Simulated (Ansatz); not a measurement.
The system is Ti.

```
Ti
1.0
    -1.64100    1.64100    1.64100
     1.64100   -1.64100    1.64100
     1.64100    1.64100   -1.64100
Ti
1
Direct
  0.00000 0.00000 0.00000
```

This isn't the form of Ti at room conditions, which is hcp.

Base run:

| Quantity | Value |
| --- | --- |
| Program | Ansatz 0.2.0 |
| Functional | PBE |
| Potentials or basis | all-electron LAPW, scalar-relativistic |
| Cutoff | 227 eV (chosen from the basis error) |
| Basis error allowed | 0.001 eV/atom |
| k mesh | 11 × 11 × 11 |
| Occupations | gaussian, width 0.017 eV |
| Spin | no spin polarisation |

Its results: band gap on the k mesh none (metal or under the smearing width); pressure -2.9 GPa.

Task: The run is repeated on the same cell with these changes: functional from PBE to LDA; occupations from gaussian, width 0.017 eV to gaussian, width 0.05 eV. What comes out?

Result: Band gap on the k mesh none (metal or under the smearing width); pressure -11.2 GPa.
